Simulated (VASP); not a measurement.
A run of VASP 6.6.1 is set up as follows.

The input INCAR:

```
PREC = Accurate ; ENCUT = 520
EDIFF = 1E-6 ; ISMEAR = -1
SIGMA = 0.02 ; LREAL = False
LASPH = True ; NELM = 80
ALGO = Normal ; ISIF = 2
LWAVE = False ; LCHARG = True
GGA = PE ; LVHAR = True
KPAR = 4
```

KPOINTS

```
regular mesh
0
Gamma
  8 8 5
```

The input POSCAR:

```
ZnO
1.0
    3.2493080000      0.0000000000      0.0000000000
   -1.6246540000      2.8139832727      0.0000000000
    0.0000000000      0.0000000000      5.2057090000
Zn O
2 2
Direct
    0.3333333333      0.6666666667      0.5000000000
    0.6666666667      0.3333333333      0.0000000000
    0.6666666667      0.3333333333      0.3790100000
    0.3333333333      0.6666666667      0.8790100000
```

Potentials or basis: VASP PAW PBE potentials, release 64 (Zn, O).

Launch:

```bash
$ cat potpaw_PBE.64/Zn/POTCAR potpaw_PBE.64/O/POTCAR > POTCAR
$ mpirun -np 4 vasp_std > vasp.out
```

Question: Predict the band gap on the k mesh.

Answer: 0.79 eV, direct.

Question: Estimate the largest force.

Answer: 0.074 eV/Å.

Question: What does it give for the pressure?

Answer: 6.0 GPa.

Stress tensor (GPa, compression positive):
```
5.44 0.00 0.00
0.00 5.44 0.00
0.00 0.00 7.20
```

**The experiment to reproduce.**

From “Electronic structure of alkaline earth and post-transition metal oxides”, 2009, arxiv:0908.1581, for a bulk crystal of ZnO: band gap 3.37 eV.

Measured gap of ZnO: 3.37 eV (quoted in “Electronic structure of alkaline earth and post-transition metal oxides”, 2009, arxiv:0908.1581). This calculation gives 0.79 eV (-2.58 eV). So large a miss can be the level of theory's own, or it may mean another phase, state or a wrong row. The value is that of PBE, without temperature or zero-point motion. Semilocal functionals fall short of measured gaps as a rule.
